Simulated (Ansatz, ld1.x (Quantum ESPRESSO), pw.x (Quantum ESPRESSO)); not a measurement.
pw.x on bcc Os: one setting changed

Potential: norm-conserving Troullier–Martins (Kleinman–Bylander form), ld1.x (Quantum ESPRESSO) 7.5, PBE; core [Xe] 4f14, reference 5d6 6s0.5 6p0; waves: 6s (bound): rc 1.95 bohr; 6p (bound, empty): rc 3.20 bohr; 5d (bound): rc 3.00 bohr; 5f channel at 0.05 Ry: rc 2.95 bohr; local part: all-electron potential smoothed inside 2.55 bohr (lloc = -2); core correction: a·sin(br)/r model core inside 1.10 bohr.

The reference run (k-mesh 15³, cutoffs 50/200 Ry, Fermi–Dirac 0.01 Ry, mixing_beta 0.4, conv_thr 1e-9, no spin) gives -1.54 GPa at 14.794 Å³/atom, where all-electron LAPW gives -0.02 GPa. This run, with its own iteration cap, changes smearing to mv.

```
&control
  calculation='scf', prefix='x', pseudo_dir='./', outdir='./tmp', tstress=.true., disk_io='none'
/
&system
  ibrav=0, nat=1, ntyp=1, ecutwfc=50, ecutrho=200, nbnd=11,
  occupations='smearing', smearing='mv', degauss=0.01
/
&electrons
  conv_thr=1e-09, mixing_beta=0.4, electron_maxstep=60
/
ATOMIC_SPECIES
Os 1.0 Os.UPF
CELL_PARAMETERS angstrom
  -1.54647133 1.54647133 1.54647133
  1.54647133 -1.54647133 1.54647133
  1.54647133 1.54647133 -1.54647133
ATOMIC_POSITIONS crystal
Os 0.0000 0.0000 0.0000
K_POINTS automatic
15 15 15 0 0 0
```

```bash
pw.x < Os.scf.in > Os.scf.out
```

Problem. How does the run end?

Solution. It converges in 8 iterations; the free energy moves by +41.7 meV/atom and the pressure by -0.75 GPa. This scheme is built to cancel the term in the square of the width that Fermi–Dirac smearing leaves in the F of a metal.

```
Message from routine setup:
     using ibrav=0 with symmetry is DISCOURAGED, use correct ibrav instead
     lattice parameter (alat)  =       5.0618  a.u.
     unit-cell volume          =      99.8349 (a.u.)^3
     number of electrons       =         8.00
     number of Kohn-Sham states=           11
     kinetic-energy cutoff     =      50.0000  Ry
     charge density cutoff     =     200.0000  Ry
     scf convergence threshold =      1.0E-09
     Exchange-correlation= PBE
     number of k points=   120  Marzari-Vanderbilt smearing, width (Ry)=  0.0100
     iteration #  1     ecut=    50.00 Ry     beta= 0.40
     total energy              =     -53.72642083 Ry
     estimated scf accuracy    <       0.70331535 Ry
     iteration #  2     ecut=    50.00 Ry     beta= 0.40
     total energy              =     -53.71101562 Ry
     estimated scf accuracy    <       0.09737499 Ry
     iteration #  3     ecut=    50.00 Ry     beta= 0.40
     total energy              =     -53.72993062 Ry
     estimated scf accuracy    <       0.00049218 Ry
     [... 2 iterations left out ...]
     iteration #  6     ecut=    50.00 Ry     beta= 0.40
     total energy              =     -53.73013959 Ry
     estimated scf accuracy    <       0.00000060 Ry
     iteration #  7     ecut=    50.00 Ry     beta= 0.40
     total energy              =     -53.73013973 Ry
     estimated scf accuracy    <       0.00000001 Ry
     iteration #  8     ecut=    50.00 Ry     beta= 0.40
     the Fermi energy is    18.5671 ev
!    total energy              =     -53.73013974 Ry
     estimated scf accuracy    <          1.9E-10 Ry
     smearing contrib. (-TS)   =      -0.00018068 Ry
     The total energy is F=E-TS. E is the sum of the following terms:
     one-electron contribution =      17.05479007 Ry
     hartree contribution      =       0.87104658 Ry
     xc contribution           =     -31.80663722 Ry
     ewald contribution        =     -39.84915848 Ry
     convergence has been achieved in   8 iterations
          total   stress  (Ry/bohr**3)                   (kbar)     P=      -22.84
     Message from routine punch:
     Nothing written, as per user request (disk_io='none')
```

The run took about 7.2 s on one core of a shared host (Neoverse-V2, 96 threads, 742 GiB, load 16).
